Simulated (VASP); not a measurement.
P under changes of volume

One of the cells (135.199 Å³/atom); the others are scaled copies at fixed shape and fractional positions:

```xyz
4
Lattice="3.3055 0.0000 0.0000 0.0000 35.0879 0.0000 0.0000 0.0000 4.6628" Properties=species:S:1:pos:R:3 pbc="T T T"
P     1.6527   34.0444    4.2331
P     1.6527    1.0435    0.4297
P     0.0000    1.0435    1.9017
P     0.0000   34.0444    2.7611
```

```yaml
Program: VASP 6.6.1
Functional: PBE
Potentials_or_basis: VASP PAW PBE potentials, release 64 (P)
Cutoff: 520 eV
k_mesh: 8 × 1 × 6
Occupations: fermi-dirac, width 0.05 eV
Spin: no spin polarisation
```

```tsv
volume (Å³/atom)	energy over the lowest point (meV/atom)	gap on the mesh (eV)	largest force (eV/Å)
124.595	34.56	0.90	0.889
127.246	19.14	0.92	0.679
129.897	8.55	0.93	0.485
135.199	0.00	0.95	0.158
137.850	?	?	?
140.501	5.57	0.98	0.201
```

What does the run at 137.850 Å³/atom give?

Energy over the lowest point 1.20 meV/atom; gap on the mesh 0.97 eV; largest force 0.101 eV/Å.

Worked out: A Birch-Murnaghan fit of order 3 (a polynomial in V^(-2/3)) to the other rows has its minimum at 135.58 Å³/atom with B0 = V·E''(V) = 10.7 GPa and B' = 4.4 at fixed shape and positions, which overstates the stiffness. It gives 1.20 meV/atom at 137.850 Å³/atom, against the run's 1.20. A straight line through the other rows of the gap, of slope 0.629 eV per unit of ln V, gives 0.97 eV, against the run's 0.97.

Energies are extrapolated to zero smearing.

A mesh can miss the band edges.
